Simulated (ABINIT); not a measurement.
AlN:

```
Al N
1.0
     3.11300    0.00000    0.00000
    -1.55650    2.69594    0.00000
     0.00000    0.00000    4.98100
Al N
2 2
Cartesian
  1.5565 0.8986 2.4905
  0.0000 1.7973 0.0000
  1.5565 0.8986 4.3833
  0.0000 1.7973 1.8928
```

Base run:

* Program: ABINIT 10.8.3 (patched build)
* Functional: PBE
* Potentials or basis: PseudoDojo NC SR PBE v0.5 stringent
* Cutoff: 980 eV
* k mesh: 8 × 8 × 4
* Occupations: fermi-dirac, width 0.05 eV
* Spin: no spin polarisation

Its results: band gap on the k mesh 4.22 eV, direct; pressure 2.9 GPa; largest force 0.131 eV/Å.

Problem. The run is repeated on the same cell with these changes: functional from PBE to LDA; potentials or basis from PseudoDojo NC SR PBE v0.5 stringent to PseudoDojo NC SR LDA v0.4.1 standard. What comes out?

Solution. Band gap on the k mesh 4.26 eV, direct; pressure -6.3 GPa; largest force 0.114 eV/Å.

Caveats: the cutoff is short for stress, so the pressure is rough.

